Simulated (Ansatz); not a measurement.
## BP: how the free axis answers a strain

BP, F-43m, a = 4.520 Å. Ansatz: PBEsol, PAW, 420 eV, Γ-centred 8×8×6 mesh on 4 atoms, Gaussian smearing 0.02 eV; no spin polarisation. Series: uniaxial strain along a, with b, c and atoms relaxed; x is the strain in per cent. The axes a, b, c are those of the computed cell (3.196, 3.196, 4.520 Å), along [1 1 0], [-1 1 0], [0 0 1] of the cell named above. y is the change of c in per cent of 4.520 Å.

```
x (%) y (%)
 -4.5   1.00
 -3.0   0.67
 -1.5   0.33
  0.0   0.00
  1.5      ?
  3.0  -0.71
  4.5  -1.06
```

Question: Fit y = c1 x + c2 x² to the other rows, say what c1 measures, and predict the missing y.

Answer: Least squares on the rows shown. y = −0.2290 x − 0.001626 x². So −c1 = 0.229 is Poisson's ratio for this pair of axes. Along b the same runs (not shown) give 0.02. At x = 1.5 the fit asked for gives -0.35 %. The run gave -0.36 %, so the fit is 0.01 % too high, within twice the rms miss on the fitted rows (0.006 %).